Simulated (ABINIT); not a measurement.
CdO (Monteponite): relaxation of cell and atoms with PBEsol

Crystal: CdO (Monteponite).

```
Cd O
1.0
     0.00000    2.34950    2.34950
     2.34950    0.00000    2.34950
     2.34950    2.34950    0.00000
Cd O
1 1
Direct
  0.00000 0.00000 0.00000
  0.50000 0.50000 0.50000
```

| Property | Result |
| --- | --- |
| Program | ABINIT 10.8.3 (patched build) |
| Task | relaxation of cell and atoms |
| Functional | PBEsol |
| Potentials or basis | PseudoDojo NC SR PBEsol v0.4.1 standard |
| Cutoff | 1279 eV |
| k mesh | 8 × 8 × 8 |
| Occupations | fermi-dirac, width 0.05 eV |
| Spin | no spin polarisation |
| Cell freedom (optcell) | 2 |
| Optimiser (ionmov) | 22 |
| Cutoff smearing ecutsm (Ha) | 0.5 |
| Force stop (Ha/bohr) | 2e-05 |

| Item | Value |
| --- | --- |
| Relaxed volume | 12.91 Å³/atom |
| Relaxed cell | a = 3.317 Å, b = 3.317 Å, c = 3.317 Å, α = 60.00°, β = 60.00°, γ = 60.00° |
| Space group after relaxing (to 0.05 Å) | Fm-3m (No. 225) |
| Energy gained by relaxing | 0.1 meV/atom |
| Ionic steps | 3 |
| Pressure after relaxing | 0.0 GPa |
| Band gap on the k mesh | none (metal or under the smearing width) |

The path:
```tsv
step	energy change (eV)	largest force (eV/Å)	pressure (GPa)	volume (Å³)
1	0.0000	0.0000	-0.70	25.94
2	-0.0002	0.0000	-0.39	25.88
3	-0.0003	0.0000	0.00	25.82
```

Final structure:
```
Cd O
1.0
     0.00000    2.34575    2.34575
     2.34575    0.00000    2.34575
     2.34575    2.34575    0.00000
Cd O
1 1
Direct
  0.00000 0.00000 0.00000
  0.50000 0.50000 0.50000
```

It took 3 min on 1 thread of Arm Neoverse V1, with other jobs on the host, peak memory 0.11 GiB.

Caveat: this crystal is a semiconductor, whose small gap the functional closes, so the metal is an error of the method.
